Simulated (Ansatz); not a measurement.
# CdS: the cost of one run

Method: DFT LDA, scalar-relativistic, in Ansatz 0.2.0.

**1. The system as given**

Symmetry: P6_3mc, No. 186, hexagonal system. The conventional cell has a = 4.135 Å, b = 4.135 Å, c = 6.749 Å, α = 90.00°, β = 90.00°, γ = 120.00°. Cd (site symmetry 3m) is surrounded by 4 S at 2.51 to 2.60 Å. Around S (site symmetry 3m) lie 4 Cd at 2.51 to 2.60 Å.

Coordinates:

```cif
data_structure
_symmetry_space_group_name_H-M 'P 1'
_symmetry_Int_Tables_number 1
_cell_length_a 4.1348
_cell_length_b 4.1348
_cell_length_c 6.7490
_cell_angle_alpha 90.000
_cell_angle_beta 90.000
_cell_angle_gamma 120.000
_cell_volume 99.93
loop_
_atom_site_label
_atom_site_type_symbol
_atom_site_fract_x
_atom_site_fract_y
_atom_site_fract_z
_atom_site_occupancy
Cd1 Cd 0.33333 0.66667 0.00000 1
Cd2 Cd 0.66667 0.33333 0.50000 1
S1 S 0.33333 0.66667 0.38500 1
S2 S 0.66667 0.33333 0.88500 1
```

Atoms are numbered in the order of the input: Cd1, Cd2, S3, S4.

**2. The deformed structure**

Space group P6_3mc before, P6_3mc after.

**3. Full-potential LAPW**

input.yaml reads:

```yaml
crystal:
  lattice:
    - [4.1347992034, 0.0, 0.0]
    - [-2.0673996017, 3.5808411497, 0.0]
    - [0.0, 0.0, 6.81649]
  atoms:
    - { symbol: Cd, position: [0.3333333333, 0.6666666667, 0.0] }
    - { symbol: Cd, position: [0.6666666667, 0.3333333333, 0.5] }
    - { symbol: S, position: [0.3333333333, 0.6666666667, 0.385] }
    - { symbol: S, position: [0.6666666667, 0.3333333333, 0.885] }
kpoints:
  mp_grid: { grid: [8, 8, 4] }
  band_path:
    path:
      - [0.0, 0.0, 0.0]
      - [0.5, 0.0, 0.0]
      - [0.3333333333, 0.3333333333, 0.0]
      - [0.0, 0.0, 0.0]
      - [0.0, 0.0, 0.5]
      - [0.5, 0.0, 0.5]
      - [0.3333333333, 0.3333333333, 0.5]
      - [0.0, 0.0, 0.5]
      - [0.5, 0.0, 0.5]
    npoints: 5
scf:
  occupations: { method: fermi_dirac, width: 0.02 }
hamiltonian:
  xc: lda
  pseudopotentials: { kind: all_electron, lapw: { basis_error: 0.001 } }
output:
  forces: true
  stress: true
  eigenvalues: true
```

Command:

```sh
> ansatz run input.yaml --threads 1 --pin off --max-ram 4096MiB --backend cpu --events-out ev --progress --plain --runs-dir out
```

Q: Estimate wall time and peak memory on 1 thread of Intel Xeon 6975P-C (Granite Rapids), shared host.

About 28 s, with a peak of 0.45 GiB.
